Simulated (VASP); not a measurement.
**InAs: single point with r2SCAN**

**What was measured.**

From a printed reference work, data compilation, for a bulk crystal of InAs at 4.2 K: band gap 0.418 eV (direct).

The system is InAs.

```xyz
2
Lattice="0.0000 3.0542 3.0542 3.0542 0.0000 3.0542 3.0542 3.0542 0.0000" Properties=species:S:1:pos:R:3 pbc="T T T"
In    0.0000    0.0000    0.0000
As    1.5271    1.5271    1.5271
```

```yaml
Program: VASP 6.6.1
Task: single point
Functional: r2SCAN
Potentials_or_basis: VASP PAW PBE potentials, release 64 (In_d, As)
Cutoff: 520 eV
k_mesh: 10 × 10 × 10
Occupations: gaussian, width 0.01 eV
Spin: no spin polarisation
Dipole_correction: no
Further_INCAR_settings: ALGO = Normal; EDIFF = 1e-07; NBANDS = 16
```

```
Pressure               : 0.0 GPa
Band gap on the k mesh : 0.08 eV, direct
```

Levels at points of the mesh, in eV from the valence-band top:
```
           k point  band 5  band 6  band 7  band 8  band 9  band 10  band 11  band 12  band 13  band 14
(0.00, 0.00, 0.00)  -14.66  -12.10    0.00    0.00    0.00     0.08     4.26     4.26     4.26     7.95
(0.50, 0.00, 0.00)  -14.65  -10.65   -5.72   -0.97   -0.97     1.25     5.03     5.03     7.24     9.50
(0.50, 0.50, 0.00)  -14.64  -10.12   -5.80   -2.29   -2.29     1.87     2.35     9.63     9.73     9.73
```

Run time: 65 s on 1 thread of Intel(R) Xeon(R) 6975P-C (Granite Rapids), on a shared host, peak memory 0.21 GiB.

A measured gap of InAs is 0.418 eV (direct; 4.2 K; a printed reference work, data compilation); the calculated 0.08 eV misses it by -0.34 eV. Spin-orbit coupling on As, In is left out. The value is that of r2SCAN, without temperature or zero-point motion.

Caveat: the PAW data sets were made with another functional, which shifts forces and pressure a little; spin-orbit coupling is left out, which moves the levels of the heavy elements.
